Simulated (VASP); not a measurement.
**SiC in VASP: how settings move the PBE single point**

The PBE single point of SiC (zincblende), under +2.0 % equal strain in all directions is repeated with altered inputs. Which of them can be trusted?

The runs shown are made with VASP 6.6.1. PAW datasets, plane waves. Spin-unpolarised throughout; all numbers are computed.

## Step 1: The system as given

The cell comes from an earlier relaxation with r2SCAN in another program.

Space group F-43m (No. 216), cubic; conventional cell a = 4.443 Å, 10.96 Å³ an atom. Near Si stand 4 C at 1.92 Å; near C stand 4 Si at 1.92 Å.

As a file:

```
CELL_PARAMETERS angstrom
0.00000 2.22161 2.22161
2.22161 0.00000 2.22161
2.22161 2.22161 0.00000
ATOMIC_POSITIONS crystal
Si 0.00000 0.00000 0.00000
C 0.25000 0.25000 0.25000
```

## Step 2: Baseline

Input file INCAR:

```
ENCUT = 520.000000
SIGMA = 0.020000
EDIFF = 1.00e-07
GGA = PE
PREC = Accurate
IBRION = -1
ISIF = 2
ISMEAR = -1
NBANDS = 11
NELM = 120
NSW = 0
LASPH = .TRUE.
LCHARG = .TRUE.
LELF = .TRUE.
LWAVE = .FALSE.
LREAL = .FALSE.
```

Input file KPOINTS:

```
KPOINTS created by Atomic Simulation Environment
0
Gamma
10 10 10
0 0 0
```

Input file POSCAR:

```
Si C
 1.0000000000000000
     0.0000000000000000    2.2216133981000001    2.2216133981000001
     2.2216133981000001    0.0000000000000000    2.2216133981000001
     2.2216133981000001    2.2216133981000001    0.0000000000000000
 Si  C
   1   1
Cartesian
  0.0000000000000000  0.0000000000000000  0.0000000000000000
  1.1108066990499998  1.1108066990499998  1.1108066990499998
```

A file KPOINTS_OPT adds named points for the levels; it doesn't enter the self-consistent loop.

Potentials: the recommended PBE PAW datasets, 8 valence electrons.

Command:

```sh
> mpirun -np 1 vasp_std
```

## Step 3: Altered input 1

Input file INCAR:

```
ENCUT = 520.000000
SIGMA = 0.020000
PREC = Accurate
IBRION = -1
ISIF = 2
ISMEAR = -1
NBANDS = 11
NSW = 0
LASPH = .TRUE.
LCHARG = .FALSE.
LWAVE = .FALSE.
LREAL = .FALSE.
METAGGA = RSCAN
EDIFF = 1e-09
NELM = 62
```

KPOINTS is that of step 2.

POSCAR is that of step 2.

## Step 4: Altered input 2

Input file INCAR:

```
ENCUT = 520.000000
SIGMA = 0.020000
EDIFF = 1.00e-07
GGA = PE
PREC = Accurate
IBRION = -1
ISIF = 2
ISMEAR = -1
NBANDS = 11
NSW = 0
LASPH = .TRUE.
LCHARG = .FALSE.
LWAVE = .FALSE.
LREAL = .FALSE.
NELM = 87
LDAU = .TRUE.
LDAUTYPE = 2
LDAUL = 2 2 2
LDAUU = 4 4 4
```

KPOINTS is that of step 2.

POSCAR is that of step 2.

Before running it: what results should come out? Wanted: for each run, changed; ending; energy change; pressure; electronic steps; usable.

As calculated:

| run | changed | ending | energy change (meV/atom) | pressure (GPa) | gap on the mesh (eV; negative: overlap) | electronic steps | time | usable |
| --- | --- | --- | --- | --- | --- | --- | --- | --- |
| ref. | – | converged | 0 | -8.5 | 1.41 | 13 | 9.8 s | yes |
| 1 | METAGGA = RSCAN, EDIFF = 1e-09, NELM = 62 | converged | – | -12.9 | 1.78 | 15 | 35 s | yes |
| 2 | LDAU = .TRUE., LDAUTYPE = 2, LDAUL = 2 2 2, LDAUU = 4 4 4 | converged | – | -8.5 | 1.41 | 13 | 8.8 s | no |

What this shows: Of 2 altered inputs, 1 ended normally on a faulty or unsound input, 1 gave usable results.
